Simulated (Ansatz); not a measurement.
**I: relaxation of cell and atoms with PBE+D3(BJ)**

The system is I.

```
I
1.0
     0.00000    2.36560    3.90984
     2.19225    0.00000    3.90984
     2.19225    2.36560    0.00000
I
1
Cartesian
  0.0000 0.0000 0.0000
```

* Program: Ansatz 0.2.0
* Task: relaxation of cell and atoms
* Functional: PBE
* Dispersion: D3(BJ)
* Potentials or basis: all-electron LAPW, scalar-relativistic
* Basis error allowed: 0.001 eV/atom
* k mesh: 9 × 9 × 9
* Occupations: fermi-dirac, width 0.05 eV
* Spin: no spin polarisation

```json
{
  "Relaxed volume": "37.45 Å³/atom",
  "Relaxed cell": "a = 4.328 Å, b = 4.286 Å, c = 3.197 Å, α = 68.92°, β = 67.51°, γ = 43.57°",
  "Space group after relaxing (to 0.05 Å)": "Fmmm (No. 69)",
  "Energy gained by relaxing": "9.8 meV/atom",
  "Ionic steps": "6",
  "Pressure after relaxing": "0.0 GPa"
}
```

Step by step:
```csv
step,energy change (eV),largest force (eV/Å),volume (Å³)
1,0.0000,0.0000,40.55
2,-0.0054,0.0000,39.22
3,-0.0087,0.0000,37.59
4,-0.0097,0.0000,37.57
5,-0.0098,0.0000,37.45
6,-0.0098,0.0000,37.45
```

Final structure:
```yaml
crystal:
  lattice:
    - [0.00000, 2.30093, 3.66600]
    - [2.21978, 0.00000, 3.66600]
    - [2.21978, 2.30093, 0.00000]
  atoms:
    - { symbol: I, position: [0.00000, 0.00000, 0.00000] }
```

Wall time 24 s on 1 thread of Intel(R) Xeon(R) Platinum 8488C (Sapphire Rapids), on a shared host, peak memory 0.36 GiB.

Spin-orbit coupling is left out, which matters for the levels of I.
